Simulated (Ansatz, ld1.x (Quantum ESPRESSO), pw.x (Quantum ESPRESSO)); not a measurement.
# Equation-of-state test of one ultrasoft potential (Ca)

```json
{"Element": "Ca (Z = 20)", "Generator": "ld1.x (Quantum ESPRESSO) 7.5", "Type": "ultrasoft", "Functional": "LDA (PW92)", "Relativity": "scalar-relativistic", "Frozen core": "[Ne]", "Valence charge": "10", "Reference configuration": "3s2 3p6 3d0 4s2 4p0", "Partial waves": "3s (bound): rcut 1.70, rcutus 2.15 bohr; 4s (bound): rcut 1.70, rcutus 2.15 bohr; 3p (bound): rcut 2.05, rcutus 2.30 bohr; 4p (bound, empty): rcut 2.05, rcutus 2.30 bohr; 3d (bound, empty): rcut 2.95, rcutus 3.15 bohr; 3d channel at 1.15 Ry: rcut 2.95, rcutus 3.15 bohr", "Local potential": "all-electron potential smoothed inside 3.05 bohr (lloc = -1)", "Core correction": "Bessel-smoothed model core, default radius (core density twice the valence density)", "Augmentation charge": "PSQ, inside the norm-conserving radii"}
```

Atomic tests: cutoffs needed: 18 Ry and 30 Ry (the cutoffs (Ry, on a coarse ladder) from which the occupation-weighted sum of valence levels, in a spherical-Bessel basis at the reference potential, stays within 10 and 1 mRy of its value at 400 Ry); ghost test: no extra level below or beside the all-electron valence levels (s, p, d, f tested) (spherical-Bessel basis up to 400 Ry, 20 bohr box); configuration tests: test run stopped at test 5 of 9 (negative rho).

Crystal test: fcc Ca in pw.x 7.5, no spin, 11³ k-points, Fermi–Dirac smearing 0.01 Ry, cutoffs 40/320 Ry. The reference is all-electron LAPW (Ansatz 0.2.0) with the same functional, mesh and smearing; V0 and B0 come from Birch–Murnaghan fits to the pressures at five volumes. Errors are pseudo minus all-electron; Δ is the rms difference of the E(V) curves that follow from these fits, minima aligned, over ±6 % about the mean V0. Mesh and smearing are coarse, so the numbers serve the comparison and aren't converged zero-temperature values; the lattice is a test structure that the element need not adopt.

All-electron: a0 = 5.345 Å (V0 = 38.17 Å³/atom), B0 = 19.5 GPa.

**Question.** How far does the potential miss the all-electron equation of state?

**Answer.** mean pressure error (GPa): +0.72; a0 (Å): 5.407; a0 error (%): +1.18; B0 error (%): -1.8; Δ (meV/atom): 5.8. This is a poor potential for the solid. Atomic configuration tests: test run stopped at test 5 of 9 (negative rho).

```tsv
V (Å³/atom)	P all-electron (GPa)	P pseudo (GPa)
36.278	1.07	1.91
37.232	0.50	1.27
38.187	-0.01	0.70
39.142	-0.47	0.19
40.096	-0.89	-0.27
```

**Question.** At the middle volume, how do free energy and pressure move when the wave cutoff is lowered (ecutrho held at 320 Ry)?

**Answer.**

```tsv
cutoff (Ry)	shift of F (meV/atom)	shift of P (GPa)
18	+269.3	-2.69
24	+30.8	-0.80
32	+7.8	+0.03
```

The run at the middle volume (56 k-points, 11 iterations) took about 20 s on one core of a shared host (Neoverse-V1, 32 threads, 247 GiB, load 63).
